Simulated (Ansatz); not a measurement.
Level: r2SCAN, no spin polarisation; 500 eV; 3×6×6 Γ-centred mesh; fermi-dirac occupations (width 0.1 eV); Ansatz 0.2.0, fixed geometry.

Computed maps in the lattice plane spanned by a (left to right, 10.90 Å, 26 points from zero) and c (bottom to top, 4.26 Å, 13 points from zero), 90° apart, at height 0.250 along b. The fields are smooth PAW ones with compensation charges, not the true ones near nuclei.

Valence density. Digits on a logarithmic scale: 0 up to 0.03 e/Å³, each further digit a factor of 1.6, 9 from 1.3 e/Å³ up:
```
46898657888752112210112222
34565445788642112211233332
23343234566532233222345542
21222112444322345433567753
21111111233223567755688874
21122110122224699976786885
32233211122235799986784785
33454322233235899986788875
34677533455434799975678864
46999645677544589854456653
47999866888753456542234433
58999867878853234321122223
47999767837853122221011223
```

ELF. Ten even steps from '0' (0.00) to '9' (0.90):
```
55433248847971000000000001
26543237999850000000023210
03442115788610122100367630
00110001454201554322689973
10000000111004644324897896
20000000000016531235970498
20111000000016400024970398
11221100222015400023995897
13333213677413410133799994
24312226999821332322589861
44000238989961222211145411
54000249815981011110001001
64201359702982000000000001
```

Problem. The cell is SnS. Which atoms lie within 0.2 Å of this plane, and where (fractions of a and c)?

Solution. S at (0.86, 0.48), S at (0.36, 0.02), Sn at (0.12, 0.10), Sn at (0.62, 0.40). The whole cell:
```
S Sn
1.0
    10.90073    0.00000    0.00000
     0.00000    4.01323    0.00000
     0.00000    0.00000    4.25579
S Sn
4 4
Direct
  0.85550 0.25000 0.48280
  0.64450 0.75000 0.98280
  0.35550 0.25000 0.01720
  0.14450 0.75000 0.51720
  0.11870 0.25000 0.09880
  0.38130 0.75000 0.59880
  0.61870 0.25000 0.40120
  0.88130 0.75000 0.90120
```

Origin: a known structure type with other elements, at an estimated volume, so it need not be a known compound.
